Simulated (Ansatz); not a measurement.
Calculated electric field gradients for SiO₂ under strain

The cell is a structure deposited in the COD, relaxed with PBE at fixed cell and then changed (z compressed by 1 %, ions relaxed).

```xyz
12
Lattice="4.9727 0.0000 0.0000 0.0000 4.9727 0.0000 0.0000 0.0000 6.8564" Properties=species:S:1:pos:R:3 pbc="T T T"
Si    1.5268    1.5268    0.0000
Si    0.9595    4.0132    1.7141
Si    3.4459    3.4459    3.4282
Si    4.0132    0.9595    5.1423
O     1.1721    0.5928    1.2828
O     1.8936    3.6585    2.9969
O     3.8006    4.3799    4.7110
O     3.0791    1.3142    6.4251
O     3.6585    1.8936    3.8596
O     4.3799    3.8006    2.1455
O     1.3142    3.0791    0.4314
O     0.5928    1.1721    5.5737
```

Atom numbers follow the list; atoms alike are taken as one site, whose name carries the number of the first.

All values are calculated (Ansatz; DFT, PBE, plane waves and PAW, scalar-relativistic, 420 eV cutoff, Γ-centred 6×6×5 k-points, Fermi–Dirac smearing 0.02 eV), not measured.

C_Q = eQV_zz/h, which is 24.18 MHz for Q = 1 b and V_zz = 10²¹ V/m²; η = (V_xx − V_yy)/V_zz.

17O: I = 5/2, Q = -25.58 mb. Nuclear quadrupole moments: year-2017 set (Pyykkö).

| site | atoms (order as listed) | first shell | V_zz (10²¹ V/m²) | η | C_Q (MHz) |
| --- | --- | --- | --- | --- | --- |
| Si | 1, 2, 3, 4 | 4 O at 1.63 Å | 0.38 | 0.80 | – |
| O | 5, 6, 7, 8, 9, 10, … | 2 Si at 1.63 Å, angle 142° | 9.41 | 0.21 | -5.82 |

At O V_zz runs parallel to the line that joins its two neighbours (within 1°).

Si has no stable isotope with a ground-state quadrupole moment in the table, so no C_Q is given.

The relaxation (4 steps) took 18 s of wall time (71 s of CPU time) and 0.59 GiB at its peak, on 4 threads of Arm Neoverse V1 (aarch64; 8 cores open to the job, memory cap 8.0 GiB, no GPU), a shared host with a load of 0.4 a core.
